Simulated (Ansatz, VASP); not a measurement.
**One calculation of ZnO, two programs**

```
Zn O
1.0
     3.16816    0.00000    0.00000
    -1.58408    2.74371    0.00000
     0.00000    0.00000    5.07371
Zn O
2 2
Direct
  0.33333 0.66667 0.00000
  0.66667 0.33333 0.50000
  0.33333 0.66667 0.38210
  0.66667 0.33333 0.88210
```

Change from the starting cell: strain -0.025 along x and y, -0.025 along z, atoms carried along.

Alike in both runs: task single point; functional PBEsol; k mesh 9 × 9 × 6; occupations gaussian, width 0.05 eV; no spin polarisation.

```csv
,VASP,Ansatz
version,VASP 6.6.1,Ansatz 0.2.0
potentials or method,"VASP PAW PBE potentials, release 64 (Zn, O)","scalar-relativistic, plane waves, PAW"
plane-wave cutoff (eV),520,420
valence electrons in the cell,36,36
```

|  | VASP | Ansatz | Ansatz less VASP |
| --- | --- | --- | --- |
| gap on the k mesh at the Fermi level (eV) | 0.79 | 0.80 | +0.011 |
| least direct gap on the mesh (eV) | 0.79 | 0.80 | +0.011 |
| pressure (GPa) | 12.3 | 11.1 | -1.24 |
| rms of the force components (eV/Å) | 0.022 | 0.021 | -0.0008 |

Atom by atom the forces differ by 0.001 eV/Å (rms over components).

Caveats: the PAW data sets were made with another functional, which shifts forces and pressure a little (VASP).
